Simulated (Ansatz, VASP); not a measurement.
**One calculation of Cs3Cl2, two programs**

```
CELL_PARAMETERS angstrom
6.66546 0.00000 0.00000
0.00000 6.66546 0.00000
0.00000 0.00000 6.66546
ATOMIC_POSITIONS crystal
Cs 0.00000 0.50000 0.50000
Cs 0.50000 0.00000 0.50000
Cs 0.50000 0.50000 0.00000
Cl 0.00000 0.00000 0.00000
Cl 0.50000 0.50000 0.50000
```

Alike in both runs: functional PBE; k mesh 4 × 4 × 4; occupations gaussian, width 0.1 eV; no spin polarisation.

Ansatz relaxed the structure, and its values are those at the end. VASP's run is a single point on that final structure, the one shown.

|  | VASP | Ansatz |
| --- | --- | --- |
| version | VASP 6.6.1 | Ansatz 0.2.0 |
| potentials or method | VASP PAW PBE potentials, release 64 (Cs_sv, Cl) | scalar-relativistic, plane waves, PAW |
| plane-wave cutoff (eV) | 520 | 420 |
| valence electrons in the cell | 41 | 41 |

|  | VASP | Ansatz | Ansatz less VASP |
| --- | --- | --- | --- |
| gap on the k mesh at the Fermi level (eV) | none | none | - |
| pressure (GPa) | 0.4 | 0.4 | 0.00 |

A gap of «none» marks a metal or a gap that the smearing closes. With one functional, cell and mesh, what is left measures potentials, basis and numerics.

Caveats: an odd number of electrons without spin polarisation forces a metal; a magnetic or distorted state may lie lower. The runs have no spin-orbit coupling, so splittings on Cs are missing.
